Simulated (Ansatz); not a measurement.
# SnTe: single point with Ansatz

System: SnTe (rock salt type), 2 atoms in the cell.

Ansatz input (lattice in Å, positions in fractions of it; a bare `kind: paw` takes the build's default datasets)
```yaml
crystal:
  lattice:
    - [0, 3.205, 3.205]
    - [3.205, 0, 3.205]
    - [3.205, 3.205, 0]
  atoms:
    - { symbol: Sn, position: [0, 0, 0] }
    - { symbol: Te, position: [0.5, 0.5, 0.5] }
kpoints:
  mp_grid: { grid: [6, 6, 6] }
hamiltonian:
  xc: pbe
  pseudopotentials:
    kind: paw
    azcp:
      Sn: "pseudopotentials/pbe/paw/ansatz_paw_generated_hard_1/Sn.paw.azcp"
      Te: "pseudopotentials/pbe/paw/ansatz_paw_generated_hard_1/Te.paw.azcp"
scf:
  occupations: { method: fermi_dirac, width: 0.02 }
  convergence: { dr2_threshold: "1e-10 eV" }
  max_iter: 300
  n_bands: 35
output:
  forces: true
  stress: true
  eigenvalues: true
```

Method: PBE, plane waves, PAW datasets (generated hard set) in Ansatz 0.2.0 development build.

What the run gave

```yaml
Plane-wave_cutoff_used: 700 eV
Pressure: 0.05 GPa
Smearing_term_TS: 0.4 meV/atom
Valence_electrons: 38
Irreducible_k-points: 16
CPU_time: about 6 core-seconds on a shared host
```

Stress tensor in GPa, compression positive:
```
0.05 0.00 0.00
0.00 0.05 0.00
0.00 0.00 0.05
```

The stress includes the program's correction for the finite plane-wave basis.

The k-mesh is modest, so these values aren't fully converged in k.
